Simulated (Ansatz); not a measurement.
Relaxed CaF₂ (fluorite):

```yaml
crystal:
  lattice:
    - [0.00000, 2.71960, 2.71960]
    - [2.71960, 0.00000, 2.71960]
    - [2.71960, 2.71960, 0.00000]
  atoms:
    - { symbol: Ca, position: [0.00000, 0.00000, 0.00000] }
    - { symbol: F, position: [0.25000, 0.25000, 0.25000] }
    - { symbol: F, position: [0.75000, 0.75000, 0.75000] }
```

These are r2SCAN (plane waves to 500 eV, PAW, scalar-relativistic; Ansatz, an electronic-structure program) values and carry that method's errors. k mesh 9×9×9 (Γ-centred), Fermi-Dirac smearing 0.05 eV. CaF2 was relaxed with its symmetry unable to fall.

One atom of the cell was then moved (with its periodic images), all else fixed, and the forces (eV/Å) came out as:

| atom | Fx | Fy | Fz |
|---|---|---|---|
| Ca1 | -0.143 | -0.143 | -0.143 |
| F2 | -0.203 | -0.203 | -0.203 |
| F3 | 0.346 | 0.346 | 0.346 |

Task: Which atom was moved, and by which vector (Å)?

Result: F3, by (-0.08, -0.08, -0.08), 0.14 Å in all.

(A displaced cell: forces are minus the slopes of the energy, force constants its curvatures, and phonons follow from these.)
